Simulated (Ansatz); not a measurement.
# ZnS (F-43m) in Ansatz: further runs

Runs on ZnS. Level: r2SCAN+D3(BJ). Tasks: single point, equation of state.

Everything below comes from runs of Ansatz 0.2.0. Logs are shortened: lines on timing, memory, paths and dates and some standing lists are left out, and cuts for length are marked.

**Measured values to compare with.**

From “Electronic, vibrational, and thermodynamic properties of ZnS (zincblende and rocksalt structure)”, 2009, arxiv:0911.5022, for a bulk crystal of ZnS: bulk modulus 76.9 GPa.

The runs below are set against these values where they give the same quantity.

### Step 1. The crystal as given

Symmetry: F-43m, No. 216, cubic system. Conventional cell: a = 5.404 Å, b = 5.404 Å, c = 5.404 Å, α = 90.00°, β = 90.00°, γ = 90.00°. Around Zn (site symmetry -43m) lie 4 S at 2.34 Å. Around S (site symmetry -43m) lie 4 Zn at 2.34 Å.

### Step 2. Single point, r2SCAN+D3(BJ), 18.54 Å³/atom (volume scaled by 0.94)

input.yaml reads:

```yaml
crystal:
  lattice:
    - [0.0, 2.6468416657, 2.6468416657]
    - [2.6468416657, 0.0, 2.6468416657]
    - [2.6468416657, 2.6468416657, 0.0]
  atoms:
    - { symbol: Zn, position: [0.75, 0.75, 0.75] }
    - { symbol: S, position: [0.0, 0.0, 0.0] }
hamiltonian:
  xc: r2scan
  pseudopotentials: { kind: paw }
  dispersion: d3bj
kpoints:
  mp_grid: { grid: [9, 9, 9] }
scf:
  occupations: { method: fermi_dirac, width: 0.05 }
output:
  forces: true
  stress: true
  eigenvalues: true
```

Potentials or basis: Ansatz PAW.

Run with:

```bash
> ansatz run input.yaml --threads 2 --pin off --max-ram 5120MiB --backend cpu --events-out ev --progress --plain --runs-dir out
```

What it wrote:

```text
Warning: the engine holds no damping parameters fitted to this dispersion correction and functional, so the run takes those fitted to r2scan beside the three-body term, which d3bj leaves out (hamiltonian.dispersion, under Limitations)
Warning: RAYON_NUM_THREADS=2 ignored (pool sized by the plan → 2); use --threads N
Engine: ansatz 0.2.0, aarch64-unknown-linux-gnu
Pseudopotentials: kind: paw
Pseudopotential: Zn, paw, valence charge 12, recommended cutoff 500 eV (meta_gga), Zn.paw.azcp
Pseudopotential: S, paw, valence charge 6, recommended cutoff 500 eV (meta_gga), S.paw.azcp
Functional definition: r2SCAN
  parameter k0 = 0.174
  parameter k1 = 0.065
  parameter a1 = 4.9479
  exchange = r2scan_x(k0 = k0, k1 = k1, a1 = a1)
  correlation = r2scan_c
Crystal: 2 atoms, lattice volume = 37.086 Å³
Basis set: ecut = 500 eV, 941 PW (Γ), exchange–correlation on 120×120×120 points (64 copies of the dense FFT grid, shifted against one another)
Bands: 13, of which v1, the nominal top of the filled ones, is band 9 counted from 1 (8 counted from 0)
Symmetry: 24 space group operations
Space group: F-43m (ITA 216), of the structure as read, at distance tolerance 3.3e-5 Å
k-points: 35 of 729 (time reversal used)
Non-local potential: Zn, projectors of the file, l = 0: 2, l = 1: 2, l = 2: 3, l = 3: 1
Non-local potential: S, projectors of the file, l = 0: 2, l = 1: 2, l = 2: 2
PAW form: soft (Blöchl's): semilocal exchange-correlation on the pseudo side does not see the compensation charge
PAW frozen core: Zn, regenerated for the run's functional (the file was generated under x = pbe(κ = 0.804, μ = 0.2195149727645171), c = pbe(β = 0.06672455060314922))
PAW frozen core: S, regenerated for the run's functional (the file was generated under x = pbe(κ = 0.804, μ = 0.2195149727645171), c = pbe(β = 0.06672455060314922))
PAW one-centre angular grid: Zn, 590 points (default); XC on 261 of its mesh's 2673 points in the sphere
PAW one-centre angular grid: S, 302 points (default); XC on 160 Gauss nodes
Initial density: superposition of atomic densities (neutral atoms: chi_scale 0, normalization atom), corrected by the library's trained network
Initial wavefunctions: pseudopotential atomic-orbital guess
Functional: x = r2scan, c = r2scan; τ floored in thin density (d = 2e-4 eV/Å³)
SCF iter   1: F=—  HF=-4233.732490 eV  |F-HF|=—  |Δ(HF+E_count)|=         —  Δρ=1.59e-2  dr2=4.74e-2  dr2_τ=8.14e-3  ethr=1.77e-3  ⟨swp⟩=5.5  Hψ=2757  notcnv=0
preconditioner: auto → none  [insulator: Δε(μ)=2.940 eV  Ē_g=13.362 eV  σ=0.050 eV  W_gap=1.00  n_scr=14 (ndim 8)  ℏωp=25.9 eV  f_vac=0.017  D(μ)=0.00/eV (n_scr^D=0)  ε∞_Penn≈4.7]
SCF iter   2: F=—  HF=-4233.738320 eV  |F-HF|=—  |Δ(HF+E_count)|=   5.83e-3  Δρ=5.10e-3  dr2=9.03e-3  dr2_τ=3.67e-4  ethr=2.63e-4  ⟨swp⟩=2.3  Hψ=1172  notcnv=0
SCF iter   3: F=—  HF=-4233.732729 eV  |F-HF|=—  |Δ(HF+E_count)|=   5.59e-3  Δρ=2.95e-3  dr2=1.31e-3  dr2_τ=8.44e-6  ethr=5.02e-5  ⟨swp⟩=2.0  Hψ=875  notcnv=0
SCF iter   4: F=—  HF=-4233.733101 eV  |F-HF|=—  |Δ(HF+E_count)|=   3.72e-4  Δρ=3.39e-4  dr2=6.47e-5  dr2_τ=3.53e-6  ethr=7.30e-6  ⟨swp⟩=2.0  Hψ=1050  notcnv=0
SCF iter   5: F=—  HF=-4233.733078 eV  |F-HF|=—  |Δ(HF+E_count)|=   2.26e-5  Δρ=1.50e-4  dr2=7.91e-6  dr2_τ=1.08e-7  ethr=3.60e-7  ⟨swp⟩=2.0  Hψ=547  notcnv=0
SCF iter   6: F=-4233.733077 eV  HF=-4233.733077 eV  |F-HF|=3.22e-9  |Δ(HF+E_count)|=   1.03e-6  Δρ=9.92e-6  dr2=3.43e-8  dr2_τ=2.89e-9  ethr=5.56e-10  ⟨swp⟩=4.2  Hψ=2243  notcnv=0
SCF 1 converged in 6 iterations: F = -4233.733077 eV  dr2 = 3.43e-8
SCF converged after 6 iterations
Free energy (F): -4233.733077 eV
Harris-Foulkes:  -4233.733077 eV  (|F-HF|=3.22e-9)
Internal energy: -4233.733077 eV  (E = F + TS)
E sigma→0 (E₀):  -4233.733077 eV
Fermi energy:    7.861662 eV
--- Per-component energies (eV) ---
  E_band       = 8.410722
  E_kinetic    = 239.078985
  E_local      = -2005.892131  (includes V_loc(G=0)·N_el)
  E_nonlocal   = 646.101148
  E_hartree    = 842.940408
  E_xc         = -216.682962
  E_vxc        = -149.478843  (∫ρ·V_xc dr)
  E_paw        = -2459.175848  (= ΣΔE_a)
  E_vpaw       = -414.669093  (= ΣTr[D̂ρ^β])
  E_aug_tail   = -0.000026  (compensation charges beyond the density's cutoff)
  E_vtau       = 7.389266  (kinetic-family band-sum trace: ∫τ·v_τ [+ j·A + Jᵃ·Aᵃ] dr)
  E_ewald      = -1279.498844
  E_disp       = -0.311422  (pairwise vdW)
  E_core_change = -0.292385  (= ΣΔE_core)
  E_smearing   = -0.000000  (= −TS)
  E_closure    = -0.000000  (closes the sum)
  Σ components = -4233.733077   (vs F -4233.733077, Δ=0.00e0)
--- Forces (eV/Å), atoms counted from 1 ---
  atom   1  Zn     0.00000000     0.00000000     0.00000000
  atom   2  S     -0.00000000     0.00000000     0.00000000
  max |Σ_I F_I| component: 2.20e-17 eV/Å
--- Stress (GPa, compression-positive) ---
        3.392026       0.000000      -0.000000
        0.000000       3.392026       0.000000
       -0.000000       0.000000       3.392026
  P = ⅓ Tr σ = 3.3920 GPa (33.920 kbar)
--- Band table (eV; the first three rows and the last of 35) ---
  k-point 0: bands = ["-7.7983", "-0.4199", "-0.4199", "-0.4199", "0.2013", "0.2013", "6.3478", "6.3478", "6.3478", "9.3012", "13.1570", "13.1570", "13.1570"]
  k-point 1: bands = ["-7.6925", "-0.4222", "-0.3998", "-0.3998", "0.1997", "0.1997", "5.4088", "6.2126", "6.2126", "9.9710", "13.0979", "13.3871", "13.3871"]
  k-point 2: bands = ["-7.4058", "-0.3996", "-0.3522", "-0.3522", "0.2010", "0.2010", "3.7586", "5.8999", "5.8999", "10.5204", "13.6554", "13.7766", "13.7766"]
  k-point 34: bands = ["-6.3893", "-0.2818", "-0.0980", "0.0946", "0.1803", "0.5987", "1.4395", "3.0866", "3.6675", "12.2604", "13.0228", "14.3847", "15.9921"]
```

Wall time 2.5 s (2 threads of Arm Neoverse V1, shared host); peak memory 0.42 GiB.

What came out:

* Free energy: -4233.7331 eV
* Pressure: 3.4 GPa
* Band gap on the k mesh: 2.95 eV, direct

Caveat: odd divisions of the mesh miss points on the zone boundary, where band edges often lie, so the gap on the mesh can be too wide; the PAW data sets come from PBE, with cores solved anew for the run's functional, which leaves a small shift of forces and pressure; the dispersion damping was fitted for another functional or another form of the correction.

### Step 3. Single point, r2SCAN+D3(BJ), 18.94 Å³/atom (volume scaled by 0.96)

input.yaml: that of step 2 with these lines changed.

```diff
@@ -2,5 +2,5 @@
   lattice:
-    - [0.0, 2.6468416657, 2.6468416657]
-    - [2.6468416657, 0.0, 2.6468416657]
-    - [2.6468416657, 2.6468416657, 0.0]
+    - [0.0, 2.6654820099, 2.6654820099]
+    - [2.6654820099, 0.0, 2.6654820099]
+    - [2.6654820099, 2.6654820099, 0.0]
   atoms:
```

Potentials or basis: Ansatz PAW.

Run with:

```bash
> ansatz run input.yaml --threads 2 --pin off --max-ram 5120MiB --backend cpu --events-out ev --progress --plain --runs-dir out
```

Run time: 2.5 s. Hardware: 2 threads of Arm Neoverse V1, shared host; peak memory 0.42 GiB.

The run converged. Its results:

| Property | Result |
| --- | --- |
| Free energy | -4233.7449 eV |
| Pressure | 1.5 GPa |
| Band gap on the k mesh | 2.85 eV, direct |

Caveat: odd divisions of the mesh miss points on the zone boundary, where band edges often lie, so the gap on the mesh can be too wide; the PAW data sets come from PBE, with cores solved anew for the run's functional, which leaves a small shift of forces and pressure; the dispersion damping was fitted for another functional or another form of the correction.

### Step 4. Single point, r2SCAN+D3(BJ), 19.33 Å³/atom (volume scaled by 0.98)

input.yaml: that of step 3 with these lines changed.

```diff
@@ -2,5 +2,5 @@
   lattice:
-    - [0.0, 2.6654820099, 2.6654820099]
-    - [2.6654820099, 0.0, 2.6654820099]
-    - [2.6654820099, 2.6654820099, 0.0]
+    - [0.0, 2.6838652254, 2.6838652254]
+    - [2.6838652254, 0.0, 2.6838652254]
+    - [2.6838652254, 2.6838652254, 0.0]
   atoms:
```

Run with:

```bash
> ansatz run input.yaml --threads 2 --pin off --max-ram 5120MiB --backend cpu --events-out ev --progress --plain --runs-dir out
```

Wall time 2.6 s (2 threads of Arm Neoverse V1, shared host); peak memory 0.42 GiB.

Results (log left out):

```yaml
Free_energy: -4233.7478 eV
Pressure: -0.3 GPa
Band_gap_on_the_k_mesh: 2.76 eV, direct
```

Caveat: odd divisions of the mesh miss points on the zone boundary, where band edges often lie, so the gap on the mesh can be too wide; the PAW data sets come from PBE, with cores solved anew for the run's functional, which leaves a small shift of forces and pressure; the dispersion damping was fitted for another functional or another form of the correction.

### Step 5. Single point, r2SCAN+D3(BJ), 19.73 Å³/atom

input.yaml: that of step 4 with these lines changed.

```diff
@@ -2,5 +2,5 @@
   lattice:
-    - [0.0, 2.6838652254, 2.6838652254]
-    - [2.6838652254, 0.0, 2.6838652254]
-    - [2.6838652254, 2.6838652254, 0.0]
+    - [0.0, 2.702, 2.702]
+    - [2.702, 0.0, 2.702]
+    - [2.702, 2.702, 0.0]
   atoms:
```

Run with:

```bash
> ansatz run input.yaml --threads 2 --pin off --max-ram 5120MiB --backend cpu --events-out ev --progress --plain --runs-dir out
```

It took 2.5 s on 2 threads of Arm Neoverse V1, shared host; peak memory 0.43 GiB.

The run converged. Its results:

| Quantity | Value |
| --- | --- |
| Free energy | -4233.7425 eV |
| Pressure | -1.8 GPa |
| Band gap on the k mesh | 2.66 eV, direct |

Caveat: odd divisions of the mesh miss points on the zone boundary, where band edges often lie, so the gap on the mesh can be too wide; the PAW data sets come from PBE, with cores solved anew for the run's functional, which leaves a small shift of forces and pressure; the dispersion damping was fitted for another functional or another form of the correction.

### Step 6. Single point, r2SCAN+D3(BJ), 20.12 Å³/atom (volume scaled by 1.02)

input.yaml: that of step 5 with these lines changed.

```diff
@@ -2,5 +2,5 @@
   lattice:
-    - [0.0, 2.702, 2.702]
-    - [2.702, 0.0, 2.702]
-    - [2.702, 2.702, 0.0]
+    - [0.0, 2.7198945612, 2.7198945612]
+    - [2.7198945612, 0.0, 2.7198945612]
+    - [2.7198945612, 2.7198945612, 0.0]
   atoms:
@@ -20 +20,5 @@
   eigenvalues: true
+  write_density: true
+  write_potential: true
+  elf: true
+  volumetric_format: npy
```

Potentials or basis: Ansatz PAW.

Run with:

```bash
> ansatz run input.yaml --threads 2 --pin off --max-ram 5120MiB --backend cpu --events-out ev --progress --plain --runs-dir out
```

Run time: 3.1 s. Hardware: 2 threads of Arm Neoverse V1, shared host; peak memory 0.43 GiB.

The run converged. Its results:

```yaml
Free_energy: -4233.7300 eV
Pressure: -3.2 GPa
Band_gap_on_the_k_mesh: 2.57 eV, direct
```

Caveat: odd divisions of the mesh miss points on the zone boundary, where band edges often lie, so the gap on the mesh can be too wide; the PAW data sets come from PBE, with cores solved anew for the run's functional, which leaves a small shift of forces and pressure; the dispersion damping was fitted for another functional or another form of the correction.

### Step 7. Single point, r2SCAN+D3(BJ), 20.52 Å³/atom (volume scaled by 1.04)

input.yaml reads:

```yaml
crystal:
  lattice:
    - [0.0, 2.7375567091, 2.7375567091]
    - [2.7375567091, 0.0, 2.7375567091]
    - [2.7375567091, 2.7375567091, 0.0]
  atoms:
    - { symbol: Zn, position: [0.75, 0.75, 0.75] }
    - { symbol: S, position: [0.0, 0.0, 0.0] }
hamiltonian:
  xc: r2scan
  pseudopotentials: { kind: paw }
  dispersion: d3bj
kpoints:
  mp_grid: { grid: [9, 9, 9] }
scf:
  occupations: { method: fermi_dirac, width: 0.05 }
output:
  forces: true
  stress: true
  eigenvalues: true
```

Run with:

```bash
> ansatz run input.yaml --threads 2 --pin off --max-ram 5120MiB --backend cpu --events-out ev --progress --plain --runs-dir out
```

Wall time 2.5 s (2 threads of Arm Neoverse V1, shared host); peak memory 0.43 GiB.

The run converged. Its results:

```yaml
Free_energy: -4233.7110 eV
Pressure: -4.5 GPa
Band_gap_on_the_k_mesh: 2.49 eV, direct
```

Caveat: odd divisions of the mesh miss points on the zone boundary, where band edges often lie, so the gap on the mesh can be too wide; the PAW data sets come from PBE, with cores solved anew for the run's functional, which leaves a small shift of forces and pressure; the dispersion damping was fitted for another functional or another form of the correction.

### Step 8. Single point, r2SCAN+D3(BJ), 20.91 Å³/atom (volume scaled by 1.06)

input.yaml: that of step 7 with these lines changed.

```diff
@@ -2,5 +2,5 @@
   lattice:
-    - [0.0, 2.7375567091, 2.7375567091]
-    - [2.7375567091, 0.0, 2.7375567091]
-    - [2.7375567091, 2.7375567091, 0.0]
+    - [0.0, 2.7549938462, 2.7549938462]
+    - [2.7549938462, 0.0, 2.7549938462]
+    - [2.7549938462, 2.7549938462, 0.0]
   atoms:
@@ -20 +20,5 @@
   eigenvalues: true
+  write_density: true
+  write_potential: true
+  elf: true
+  volumetric_format: npy
```

Run with:

```bash
> ansatz run input.yaml --threads 2 --pin off --max-ram 5120MiB --backend cpu --events-out ev --progress --plain --runs-dir out
```

Wall time 3.2 s (2 threads of Arm Neoverse V1, shared host); peak memory 0.43 GiB.

Results (log left out):

- Free energy: -4233.6862 eV
- Pressure: -5.6 GPa
- Band gap on the k mesh: 2.40 eV, direct

Caveat: odd divisions of the mesh miss points on the zone boundary, where band edges often lie, so the gap on the mesh can be too wide; the PAW data sets come from PBE, with cores solved anew for the run's functional, which leaves a small shift of forces and pressure; the dispersion damping was fitted for another functional or another form of the correction.

### Step 9. Equation of state, r2SCAN+D3(BJ)

Potentials or basis: Ansatz PAW.

No new run: the results of the series are fitted here.

Results:

```yaml
Equilibrium_volume: 19.27 Å³/atom
Bulk_modulus: 82 GPa
Pressure_derivative_of_the_bulk_modulus: 4.4
```

Energy against volume, from the lowest point:
```
volume (Å³/atom)  energy (meV/atom)
          18.543               7.34
          18.938               1.42
          19.332               0.00
          19.727               2.62
          20.121               8.87
          20.516              18.37
          20.910              30.77
```

Caveat: the PAW data sets were made with another functional, which shifts forces and pressure a little.

### Step 10. Against experiment

Step 9. A measured bulk modulus of ZnS is 76.9 GPa (quoted in “Electronic, vibrational, and thermodynamic properties of ZnS (zincblende and rocksalt structure)”, 2009, arxiv:0911.5022); the calculated 82 GPa misses it by +6.0 %. The fit is for a static lattice scaled at fixed shape and fixed fractional positions.
